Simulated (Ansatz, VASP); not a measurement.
One calculation of Pt, two programs

File INCAR:

```
SYSTEM = Pt
ALGO     = Fast           ! electronic algorithm
EDIFF    = 1E-7           ! SCF threshold, eV
ENCUT    = 520            ! plane-wave cutoff, eV
GGA      = PS             ! functional
ISIF     = 2              ! what is computed and relaxed
ISMEAR   = 0              ! smearing method
LASPH    = .True.         ! aspherical terms in the spheres
LCHARG   = .False.        ! write CHGCAR
LREAL    = .False.        ! projectors in reciprocal space
LWAVE    = .False.        ! write WAVECAR
NBANDS   = 11             ! bands
NELM     = 60             ! most SCF steps
PREC     = Accurate       ! precision mode
SIGMA    = 0.15           ! smearing width, eV
```

The input KPOINTS:

```
k-points
0
Gamma
  22 22 22
  0 0 0
```

Contents of POSCAR:

```
Pt
1.0
   -1.6079833000      1.6079833000      1.5604567000
    1.6079833000     -1.6079833000      1.5604567000
    1.6079833000      1.6079833000     -1.5604567000
Pt
1
Direct
    0.0000000000      0.0000000000      0.0000000000
```

Input for Ansatz:

```yaml
crystal:
  lattice:
    - [-1.6079833, 1.6079833, 1.5604567]
    - [1.6079833, -1.6079833, 1.5604567]
    - [1.6079833, 1.6079833, -1.5604567]
  atoms:
    - { symbol: Pt, position: [0.0, 0.0, 0.0] }
basis:
  ecutwfc: 420
kpoints:
  mp_grid: { grid: [22, 22, 22] }
hamiltonian:
  xc: pbesol
scf:
  occupations: { method: gaussian, width: 0.15 }
output:
  forces: true
  stress: true
  eigenvalues: true
```

Change from the starting cell: strain +0.015 along x and y, -0.015 along z, atoms carried along.

Alike in both runs: task single point; functional PBEsol; k mesh 22 × 22 × 22; occupations gaussian, width 0.15 eV; no spin polarisation.

```csv
,VASP,Ansatz
version,VASP 6.6.1,Ansatz 0.2.0
potentials or method,"VASP PAW PBE potentials, release 64 (Pt)","scalar-relativistic, plane waves, PAW"
plane-wave cutoff (eV),520,420
valence electrons in the cell,10,18
```

```tsv
	VASP	Ansatz	Ansatz less VASP
gap on the k mesh at the Fermi level (eV)	none	none	-
pressure (GPa)	-14.3	-14.0	+0.34
largest component of the traceless stress (GPa)	1.96	1.97	+0.006
```

A gap of «none» marks a metal or a gap that the smearing closes. The two sets of potentials don't hold the same shells in valence.

Caveats: the PAW data sets were made with another functional, which shifts forces and pressure a little (VASP). The runs have no spin-orbit coupling, so splittings on Pt are missing.
